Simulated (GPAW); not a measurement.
Runs of GPAW 26.7.0 on AlCu3. The structure is cubic, space group Fm-3m (No. 225). The conventional cell has a = 5.776 Å, b = 5.776 Å, c = 5.776 Å, α = 90.00°, β = 90.00°, γ = 90.00°. Cu (site symmetry -43m) has 4 Al at 2.50 Å and 4 Cu at 2.50 Å as nearest neighbours. Cu (site symmetry m-3m) has 8 Cu at 2.50 Å as nearest neighbours. Al (site symmetry m-3m) has 8 Cu at 2.50 Å as nearest neighbours. The cell comes from a database or a generator and needn't be the stable form of this composition.

```csv
task,level,potentials or basis,cell,optimizer,fmax,max steps,convergence,band path,gap on the mesh (eV),pressure (GPa),V0 of scaled cells (Å³/atom),relaxed volume (Å³/atom),B0 (GPa)
equation of state,LDA,"the program's PAW data sets (release 1.2.1) made for this functional, pw",as given,-,-,-,-,-,-,-,(c),-,166
relaxation of cell and atoms,PBEsol+D3,"PAW data sets generated in the run's folder for this functional, pw",relaxed,BFGS,0.02 eV/Å,60,density=1e-05 forces=0.0001,-,none,0.3,-,11.60,-
relaxation of cell and atoms,PBEsol+D4,"PAW data sets generated in the run's folder for this functional, pw",relaxed,BFGS,0.02 eV/Å,60,density=1e-05 forces=0.0001,-,none,0.1,-,11.81,-
band structure,LDA,"the program's PAW data sets (release 1.2.1) made for this functional, pw",as given,-,-,-,-,"GXWKGLUWLK,UX",-,-5.3,-,-,-
band structure,PBEsol,"PAW data sets generated in the run's folder for this functional, pw",as given,-,-,-,-,"GXWKGLUWLK,UX",-,(d),-,-,-
relaxation of cell and atoms,PBEsol+D3(BJ)+ATM,"PAW data sets generated in the run's folder for this functional, pw",relaxed,BFGS,0.02 eV/Å,60,density=1e-05 forces=0.0001,-,none,0.1,-,(b),-
relaxation of cell and atoms,PBEsol,"PAW data sets generated in the run's folder for this functional, pw",relaxed,BFGS,0.02 eV/Å,60,density=1e-05 forces=0.0001,-,none,0.0,-,(a),-
equation of state,PBEsol,"PAW data sets generated in the run's folder for this functional, pw",as given,-,-,-,-,-,-,-,12.11,-,149
relaxation of cell and atoms,PBEsol+D3(BJ),"PAW data sets generated in the run's folder for this functional, pw",relaxed,BFGS,0.02 eV/Å,60,density=1e-05 forces=0.0001,-,none,0.0,-,11.59,-
```

Alike in all rows: no spin polarisation; k mesh 8 × 8 × 8; cutoff (eV) 600; smearing fermi-dirac 0.05 eV.

Problem. Estimate the missing entries.

Solution. (a) 12.10; (b) 11.71; (c) 11.65; (d) 0.7.

Caveats: later steps reuse the first step's grids (some runs); pairwise dispersion overbinds metals, which lowers pressure and volume (some runs).

A k mesh can miss the band edges.

A gap of «none» marks a metal or a gap under the smearing width.

Not every run made on this cell is shown here.
